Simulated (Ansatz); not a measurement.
# HfB2 (P6/mmm) in Ansatz: convergence with wavefunction cutoff

Aim: find how far wavefunction cutoff must go before the results for HfB2 settle, at PBE. This setting moves, with any that are tied to it; all else stays.

Everything below comes from runs of Ansatz 0.2.0. Logs are shortened: lines on timing, memory, paths and dates and some standing lists are left out, and cuts for length are marked.

## Step 1: The crystal as given

Symmetry: P6/mmm, No. 191, hexagonal system. Conventional cell: a = 3.140 Å, b = 3.140 Å, c = 3.480 Å, α = 90.00°, β = 90.00°, γ = 120.00°. Around Hf (site symmetry 6/mmm) lie 12 B at 2.51 Å. Around B (site symmetry -6m2) lie 3 B at 1.81 Å.

## Step 2: With wavefunction cutoff 400 eV

File input.yaml:

```yaml
crystal:
  lattice:
    - [3.14, 0.0, 0.0]
    - [-1.57, 2.7193197679, 0.0]
    - [0.0, 0.0, 3.48]
  atoms:
    - { symbol: Hf, position: [0.0, 0.0, 0.0] }
    - { symbol: B, position: [0.6666666667, 0.3333333333, 0.5] }
    - { symbol: B, position: [0.3333333333, 0.6666666667, 0.5] }
hamiltonian:
  xc: pbe
  pseudopotentials: { kind: nc, accuracy: stringent }
kpoints:
  mp_grid: { grid: [8, 8, 7] }
scf:
  occupations: { method: fermi_dirac, width: 0.1 }
output:
  forces: true
  stress: true
  eigenvalues: true
basis:
  ecutwfc: "400 eV"
```

Potentials or basis: PseudoDojo stringent (PBE files).

On the command line:

```bash
$ ansatz run input.yaml --threads 2 --pin off --max-ram 5632MiB --backend cpu --events-out ev --progress --plain --runs-dir out
```

Wall time 2.9 s (2 threads of Intel Xeon at 2.50GHz (Skylake/Cascade Lake), shared host); peak memory 0.27 GiB.

What came out:

| Item | Value |
| --- | --- |
| Free energy | -7121.3427 eV |
| Pressure | -90.3 GPa |
| Band gap on the k mesh | none (metal or under the smearing width) |

## Step 3: With wavefunction cutoff 500 eV

input.yaml, as its differences from that of step 2:

```diff
@@ -21,2 +21,2 @@
 basis:
-  ecutwfc: "400 eV"
+  ecutwfc: "500 eV"
```

Potentials or basis: PseudoDojo stringent (PBE files).

On the command line:

```bash
$ ansatz run input.yaml --threads 2 --pin off --max-ram 5632MiB --backend cpu --events-out ev --progress --plain --runs-dir out
```

It took 3.6 s on 2 threads of Intel Xeon at 2.50GHz (Skylake/Cascade Lake), shared host; peak memory 0.29 GiB.

What came out:

- Free energy: -7215.1222 eV
- Pressure: -6.4 GPa
- Band gap on the k mesh: none (metal or under the smearing width)

## Step 4: With wavefunction cutoff 600 eV

input.yaml, as its differences from that of step 3:

```diff
@@ -21,2 +21,2 @@
 basis:
-  ecutwfc: "500 eV"
+  ecutwfc: "600 eV"
```

On the command line:

```bash
$ ansatz run input.yaml --threads 2 --pin off --max-ram 5632MiB --backend cpu --events-out ev --progress --plain --runs-dir out
```

Wall time 3.9 s (2 threads of Intel Xeon at 2.50GHz (Skylake/Cascade Lake), shared host); peak memory 0.31 GiB.

What came out:

```
Free energy            : -7366.6892 eV
Pressure               : -53.0 GPa
Band gap on the k mesh : none (metal or under the smearing width)
```

## Step 5: With wavefunction cutoff 700 eV

input.yaml, as its differences from that of step 4:

```diff
@@ -21,2 +21,2 @@
 basis:
-  ecutwfc: "600 eV"
+  ecutwfc: "700 eV"
```

On the command line:

```bash
$ ansatz run input.yaml --threads 2 --pin off --max-ram 5632MiB --backend cpu --events-out ev --progress --plain --runs-dir out
```

It took 4.5 s on 2 threads of Intel Xeon at 2.50GHz (Skylake/Cascade Lake), shared host; peak memory 0.33 GiB.

Results:

- Free energy: -7543.0395 eV
- Pressure: -43.8 GPa
- Band gap on the k mesh: none (metal or under the smearing width)

## Step 6: With wavefunction cutoff 850 eV

input.yaml, as its differences from that of step 5:

```diff
@@ -21,2 +21,2 @@
 basis:
-  ecutwfc: "700 eV"
+  ecutwfc: "850 eV"
```

Potentials or basis: PseudoDojo stringent (PBE files).

On the command line:

```bash
$ ansatz run input.yaml --threads 2 --pin off --max-ram 5632MiB --backend cpu --events-out ev --progress --plain --runs-dir out
```

It took 4.3 s on 2 threads of Intel Xeon at 2.50GHz (Skylake/Cascade Lake), shared host; peak memory 0.33 GiB.

It converged, with:

```
Free energy            : -7729.2328 eV
Pressure               : -16.4 GPa
Band gap on the k mesh : none (metal or under the smearing width)
```

## Step 7: With wavefunction cutoff 1000 eV

input.yaml, as its differences from that of step 6:

```diff
@@ -21,2 +21,2 @@
 basis:
-  ecutwfc: "850 eV"
+  ecutwfc: "1000 eV"
```

On the command line:

```bash
$ ansatz run input.yaml --threads 2 --pin off --max-ram 5632MiB --backend cpu --events-out ev --progress --plain --runs-dir out
```

Wall time 4.7 s (2 threads of Intel Xeon at 2.50GHz (Skylake/Cascade Lake), shared host); peak memory 0.35 GiB.

Results (log left out):

```
Free energy            : -7830.7449 eV
Pressure               : -8.7 GPa
Band gap on the k mesh : none (metal or under the smearing width)
```

## Step 8: With wavefunction cutoff 1200 eV

input.yaml, as its differences from that of step 7:

```diff
@@ -21,2 +21,2 @@
 basis:
-  ecutwfc: "1000 eV"
+  ecutwfc: "1200 eV"
```

On the command line:

```bash
$ ansatz run input.yaml --threads 2 --pin off --max-ram 5632MiB --backend cpu --events-out ev --progress --plain --runs-dir out
```

It took 5.7 s on 2 threads of Intel Xeon at 2.50GHz (Skylake/Cascade Lake), shared host; peak memory 0.37 GiB.

Results (log left out):

```yaml
Free_energy: -7882.4851 eV
Pressure: -0.6 GPa
Band_gap_on_the_k_mesh: none (metal or under the smearing width)
```

## Step 9: With wavefunction cutoff 1400 eV

input.yaml, as its differences from that of step 8:

```diff
@@ -21,2 +21,2 @@
 basis:
-  ecutwfc: "1200 eV"
+  ecutwfc: "1400 eV"
```

Potentials or basis: PseudoDojo stringent (PBE files).

On the command line:

```bash
$ ansatz run input.yaml --threads 2 --pin off --max-ram 5632MiB --backend cpu --events-out ev --progress --plain --runs-dir out
```

Wall time 7.2 s (2 threads of Intel Xeon at 2.50GHz (Skylake/Cascade Lake), shared host); peak memory 0.41 GiB.

Results (log left out):

| Quantity | Value |
| --- | --- |
| Free energy | -7893.0080 eV |
| Pressure | 0.8 GPa |
| Band gap on the k mesh | none (metal or under the smearing width) |

## Step 10: With wavefunction cutoff 1700 eV

input.yaml, as its differences from that of step 9:

```diff
@@ -21,2 +21,2 @@
 basis:
-  ecutwfc: "1400 eV"
+  ecutwfc: "1700 eV"
```

Potentials or basis: PseudoDojo stringent (PBE files).

On the command line:

```bash
$ ansatz run input.yaml --threads 2 --pin off --max-ram 5632MiB --backend cpu --events-out ev --progress --plain --runs-dir out
```

What it wrote:

```text
Warning: basis.ecutwfc = 1700 eV is below the records' recommended 1795.951492 eV, and the density's cutoff is lower with it unless basis.ecutrho_ratio is high enough to keep the records' density cutoff: compare with a run at a higher cutoff
Warning: RAYON_NUM_THREADS=2 ignored (pool sized by the plan → 2); use --threads N
Engine: ansatz 0.2.0, x86_64-unknown-linux-gnu
Pseudopotentials: kind: nc
Pseudopotential: Hf, nc, valence charge 26, recommended cutoff 1795.951492 eV (normal), Hf.nc.azcp (PseudoDojo's, or run here from an input of PseudoDojo's; its table is named by hamiltonian.pseudopotentials.accuracy)
Pseudopotential: B, nc, valence charge 3, recommended cutoff 1034.032677 eV (normal), B.nc.azcp (PseudoDojo's, or run here from an input of PseudoDojo's; its table is named by hamiltonian.pseudopotentials.accuracy)
Functional definition: PBE
  parameter kappa = 0.804
  parameter beta = 0.06672455060314922
  exchange = pbe_x(kappa = kappa, mu = beta*pi^2/3)
  correlation = pbe_c(beta = beta)
Crystal: 3 atoms, lattice volume = 29.715 Å³
Basis set: ecut = 1700 eV, 4763 PW (Γ), exchange–correlation on 90×90×96 points (8 copies of the dense FFT grid, shifted against one another)
Bands: 20, of which v1, the nominal top of the filled ones, is band 16 counted from 1 (15 counted from 0)
Symmetry: 24 space group operations
Space group: P6/mmm (ITA 191), of the structure as read, at distance tolerance 3.1e-5 Å
k-points: 40 of 448
Non-local potential: Hf, projectors of the file, l = 0: 2, l = 1: 2, l = 2: 2, l = 3: 2
Non-local potential: B, projectors of the file, l = 0: 2, l = 1: 2
Initial density: superposition of atomic densities (chi_scale 0.1, normalization cell, long waves kept (reshape's long-wave potential 0.00 eV rms))
Initial wavefunctions: pseudopotential atomic-orbital guess
Functional: x = pbe(κ = 0.804, μ = 0.2195149727645171), c = pbe(β = 0.06672455060314922)
SCF iter   1: F=—  HF=-7894.764440 eV  |F-HF|=—  |Δ(HF+E_count)|=         —  Δρ=6.27e-2  dr2=2.01e0  ethr=3.10e-3  ⟨swp⟩=5.3  Hψ=3485  notcnv=0
preconditioner: auto → none  [insulator: Δε(μ)=0.352 eV  Ē_g=16.837 eV  σ=0.100 eV  W_gap=0.60  n_scr=8 (ndim 8)  ℏωp=37.3 eV  f_vac=0.000  D(μ)=0.31/eV (n_scr^D=0)  ε∞_Penn≈5.9]
SCF iter   2: F=—  HF=-7894.227614 eV  |F-HF|=—  |Δ(HF+E_count)|=   5.37e-1  Δρ=2.68e-2  dr2=2.94e-1  ethr=3.10e-3  ⟨swp⟩=4.0  Hψ=2102  notcnv=0
SCF iter   3: F=—  HF=-7894.141763 eV  |F-HF|=—  |Δ(HF+E_count)|=   8.59e-2  Δρ=9.83e-3  dr2=1.48e-2  ethr=9.20e-4  ⟨swp⟩=3.8  Hψ=1949  notcnv=0
SCF iter   4: F=—  HF=-7894.140920 eV  |F-HF|=—  |Δ(HF+E_count)|=   8.43e-4  Δρ=2.16e-3  dr2=4.62e-4  ethr=4.62e-5  ⟨swp⟩=1.6  Hψ=1203  notcnv=0
SCF iter   5: F=—  HF=-7894.141042 eV  |F-HF|=—  |Δ(HF+E_count)|=   1.22e-4  Δρ=3.21e-4  dr2=9.34e-6  ethr=1.44e-6  ⟨swp⟩=2.5  Hψ=1436  notcnv=0
SCF iter   6: F=—  HF=-7894.141021 eV  |F-HF|=—  |Δ(HF+E_count)|=   2.13e-5  Δρ=5.47e-5  dr2=3.51e-7  ethr=2.92e-8  ⟨swp⟩=2.1  Hψ=1411  notcnv=0
SCF iter   7: F=-7894.141021 eV  HF=-7894.141021 eV  |F-HF|=1.10e-8  |Δ(HF+E_count)|=   8.30e-8  Δρ=8.09e-6  dr2=1.68e-8  ethr=3.13e-10  ⟨swp⟩=7.8  Hψ=4460  notcnv=0
SCF 1 converged in 7 iterations: F = -7894.141021 eV  dr2 = 1.68e-8
SCF converged after 7 iterations
Free energy (F): -7894.141021 eV
Harris-Foulkes:  -7894.141021 eV  (|F-HF|=1.10e-8)
Internal energy: -7894.132540 eV  (E = F + TS)
E sigma→0 (E₀):  -7894.136781 eV
Entropy (-TS):   -0.008481 eV (-2.827 meV/atom)
Fermi energy:    20.081138 eV
--- Per-component energies (eV) ---
  E_band       = 111.520866
  E_kinetic    = 5480.759668
  E_local      = -7575.119076  (includes V_loc(G=0)·N_el)
  E_nonlocal   = -2175.740937
  E_hartree    = 2683.663081
  E_xc         = -1180.692707
  E_vxc        = -985.700700  (∫ρ·V_xc dr)
  E_ewald      = -5127.002568
  E_smearing   = -0.008481  (= −TS)
  E_closure    = -0.000000  (closes the sum)
  Σ components = -7894.141021   (vs F -7894.141021, Δ=0.00e0)
--- Forces (eV/Å), atoms counted from 1 ---
  atom   1  Hf     0.00000000    -0.00000000     0.00000000
  atom   2  B      0.00000000     0.00000000     0.00000000
  atom   3  B     -0.00000000    -0.00000000     0.00000000
  max |Σ_I F_I| component: 5.55e-17 eV/Å
--- Stress (GPa, compression-positive) ---
        1.319250       0.000000       0.000000
        0.000000       1.319250       0.000000
        0.000000       0.000000       0.743592
  P = ⅓ Tr σ = 1.1274 GPa (11.274 kbar)
--- Band table (eV; the first three rows and the last of 40) ---
  k-point 0: bands = ["-41.9317", "-10.7475", "-10.2699", "-10.2699", "6.1951", "8.2782", "8.3058", "8.3155", "8.3155", "8.3262", "8.3262", "8.4163", "16.9446", "17.0336", "17.0336", "17.2005", "23.9587", "23.9587", "24.5773", "24.5773"]
  k-point 1: bands = ["-41.9303", "-10.8003", "-10.2660", "-10.2660", "6.5122", "8.2755", "8.3057", "8.3197", "8.3197", "8.3221", "8.3221", "8.4163", "15.2200", "17.2426", "17.2426", "18.8222", "22.4160", "22.4160", "23.9243", "23.9243"]
  k-point 2: bands = ["-41.9274", "-10.9166", "-10.2574", "-10.2574", "7.3599", "8.2762", "8.3056", "8.3129", "8.3129", "8.3290", "8.3290", "8.4163", "13.3606", "17.8360", "17.8360", "20.5243", "21.0549", "21.0549", "22.5092", "22.5092"]
  k-point 39: bands = ["-41.8719", "-10.8500", "-10.8178", "-10.6525", "8.2876", "8.2989", "8.3092", "8.3161", "8.3203", "8.3379", "8.3888", "10.3577", "11.4672", "14.3627", "16.5072", "16.8915", "24.3648", "25.6309", "26.1896", "26.4334"]
```

Wall time 8.5 s (2 threads of Intel Xeon at 2.50GHz (Skylake/Cascade Lake), shared host); peak memory 0.47 GiB.

What came out:

```
Free energy            : -7894.1410 eV
Pressure               : 1.1 GPa
Band gap on the k mesh : none (metal or under the smearing width)
```

## Step 11: The series at a glance

```
wavefunction cutoff  energy less the tightest run, at zero smearing (meV/atom)  pressure (GPa)  SCF cycles  CPU time (s)  peak memory (GiB)
             400 eV                                                  257617.27          -90.33          12           4.9               0.27
             500 eV                                                  226361.74           -6.44          13           6.4               0.29
             600 eV                                                  175829.04          -53.00          11           7.1               0.31
             700 eV                                                  117033.70          -43.78          11           8.2               0.33
             850 eV                                                   54969.45          -16.36           9           7.8               0.33
            1000 eV                                                   21132.07           -8.74           8           8.7               0.35
            1200 eV                                                    3885.33           -0.64           7           9.6               0.37
            1400 eV                                                     377.66            0.82           7            12               0.41
            1700 eV                                                       0.00            1.13           7            15               0.47
```

Not settled before the last step: the energy (to 1 meV/atom), the pressure (to 0.1 GPa). The tightest run that finished is the yardstick and may itself not be fully converged.

Caveats: the cutoff lies under the one recommended for these potentials.
